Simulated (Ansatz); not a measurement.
# SnO: the cost of one run

Method: DFT PBEsol, scalar-relativistic, plane waves, PAW, in Ansatz 0.2.0.

## 1. Starting point

The structure is orthorhombic, space group Pmn2_1 (No. 31). The conventional cell has a = 3.355 Å, b = 5.674 Å, c = 4.222 Å, α = 90.00°, β = 90.00°, γ = 90.00°. Sn (site symmetry m) has 3 O at 2.15 to 2.16 Å as nearest neighbours. O (site symmetry m) has 3 Sn at 2.15 to 2.16 Å as nearest neighbours.

Coordinates:

```cif
data_structure
_symmetry_space_group_name_H-M 'P 1'
_symmetry_Int_Tables_number 1
_cell_length_a 3.3550
_cell_length_b 5.6741
_cell_length_c 4.2220
_cell_angle_alpha 90.000
_cell_angle_beta 90.000
_cell_angle_gamma 90.000
_cell_volume 80.37
loop_
_atom_site_label
_atom_site_type_symbol
_atom_site_fract_x
_atom_site_fract_y
_atom_site_fract_z
_atom_site_occupancy
Sn1 Sn 0.00000 0.23191 0.51314 1
Sn2 Sn 0.50000 0.76809 0.01314 1
O1 O 0.00000 0.89125 0.73686 1
O2 O 0.50000 0.10875 0.23686 1
```

It goes back to an entry of the Materials Project, which need not be the stable form.

No relaxation comes first: the listed cell is the starting point.

## 2. Zero of energy

Reference values: F = -13021.0020 eV; pressure -3.07 GPa; largest force 0.426 eV/Å; gap on the mesh 1.34 eV. It was computed beforehand with the settings of the runs below.

## 3. Setting up rattled cells

All atoms are moved at random with no net shift, in some cells together with a random strain.

## 4. rms move = 0.106 Å

Input file input.yaml:

```yaml
crystal:
  lattice:
    - [3.3433575761, -0.006377077, 0.0010765931]
    - [-0.0107851398, 5.6409632544, 0.0411591889]
    - [0.0013547949, 0.0306256038, 4.2429822706]
  atoms:
    - { symbol: Sn, position: [0.0005396092, 0.2333865036, 0.5400299941] }
    - { symbol: Sn, position: [0.4910472629, 0.7804956539, -0.0025477725] }
    - { symbol: O, position: [0.0269316684, 0.8921030059, 0.7239736682] }
    - { symbol: O, position: [0.4814814595, 0.0940148365, 0.2385461102] }
basis:
  ecutwfc: 420
kpoints:
  mp_grid: { grid: [8, 6, 6] }
hamiltonian:
  xc: pbesol
scf:
  occupations: { method: gaussian, width: 0.05 }
output:
  forces: true
  stress: true
  eigenvalues: true
```

The run is started by

```console
$ ansatz run input.yaml --threads 2 --pin off --max-ram 5120MiB --backend cpu --events-out ev --progress --plain --runs-dir out
```

Q: Estimate wall time and peak memory on 2 threads of Arm Neoverse V2, shared host.

About 9.7 s, with a peak of 0.47 GiB.
